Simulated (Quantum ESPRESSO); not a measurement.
Runs of Quantum ESPRESSO 7.5 on SnTe. It takes space group Fm-3m (No. 225, cubic). The conventional cell has a = 6.302 Å, b = 6.302 Å, c = 6.302 Å, α = 90.00°, β = 90.00°, γ = 90.00°. Around Te (site symmetry m-3m) lie 6 Sn at 3.15 Å. Sn (site symmetry m-3m) has 6 Te at 3.15 Å as nearest neighbours. 

```csv
task,level,potentials or basis,cell,k mesh,cutoff (eV),SCF threshold,symmetry,form of the LDA correlation,pressure (GPa),V0 of scaled cells (Å³/atom),B0 (GPa)
equation of state,PBEsol,GBRV 1.5 PBEsol,as given,7 × 7 × 7,925,4e-10 Ry,-,-,-,30.93,(a)
single point,PBEsol,GBRV 1.5 PBEsol,"atoms moved at random, drawn with an rms of 0.05 Å",7 × 7 × 7,925,4e-10 Ry,-,-,-0.5,-,-
single point,PBEsol,GBRV 1.5 PBEsol,as given,7 × 7 × 7,925,4e-10 Ry,-,-,-0.6,-,-
band structure,PBEsol,GBRV 1.5 PBEsol,as given,7 × 7 × 7,925,4e-10 Ry,-,-,-0.6,-,-
band structure,r2SCAN,SG15 PBE 1.2,as given,5 × 5 × 5,952,1e-08 Ry,off,-,0.5,-,-
equation of state,r2SCAN,SG15 PBE 1.2,as given,5 × 5 × 5,952,1e-08 Ry,off,-,-,(c),45
equation of state,LDA,GBRV 1.5 LDA,as given,7 × 7 × 7,925,4e-10 Ry,-,PZ81,-,30.17,(b)
band structure,LDA,GBRV 1.5 LDA,as given,7 × 7 × 7,925,4e-10 Ry,-,PZ81,-1.8,-,-
```

Alike in all rows: no spin polarisation; smearing fermi-dirac 0.05 eV.

Problem. Estimate the missing entries.

Solution. (a) 47; (b) 51; (c) 31.81.

Caveats: the potentials were made for another functional, which shifts forces and pressure (some runs).

The runs don't all hold the same shells in valence.
